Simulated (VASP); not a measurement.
Crystal: MoS2.

```
Mo S
1.0
     1.58550    0.91539    6.11500
    -1.58550    0.91539    6.11500
     0.00000   -1.83078    6.11500
Mo S
1 2
Direct
  0.00000 0.00000 0.00000
  0.25000 0.25000 0.25000
  0.75000 0.75000 0.75000
```

Measurements of this composition are mostly on another form, of space group No. 194.

```yaml
Program: VASP 6.6.1
Task: single point
Functional: PBE
Potentials_or_basis: VASP PAW PBE potentials, release 64 (Mo_sv, S)
Cutoff: 520 eV
k_mesh: 10 × 10 × 10
Occupations: fermi-dirac, width 0.05 eV
Spin: no spin polarisation
```

On this cell: pressure 7.8 GPa; largest force 0.994 eV/Å; band gap on the k mesh none (metal or under the smearing width).

The same run follows on a disturbed copy (atoms moved at random, drawn with an rms of 0.05 Å):

```
Mo S
1.0
     1.58550    0.91539    6.11500
    -1.58550    0.91539    6.11500
     0.00000   -1.83078    6.11500
Mo S
1 2
Direct
  0.00526 0.98847 0.00654
  0.24910 0.25717 0.23994
  0.74176 0.73264 0.76980
```

**Question.** What does the disturbed cell give?

**Answer.** The energy (extrapolated to zero smearing) moves by +15.4 meV/atom; pressure 8.7 GPa; largest force 1.589 eV/Å; band gap on the k mesh none (metal or under the smearing width).

Forces in eV/Å, atoms in the order of the input:
```
Mo  -0.210 -0.051 -0.788
S    0.226 -0.370 -0.744
S   -0.016  0.422  1.532
```

Stress tensor (GPa, compression positive):
```
 8.83 -0.42 -1.10
-0.42  5.43  3.53
-1.10  3.53 11.86
```

Caveats: the cell's inner coordinates are idealised or old, which leaves forces on the atoms.
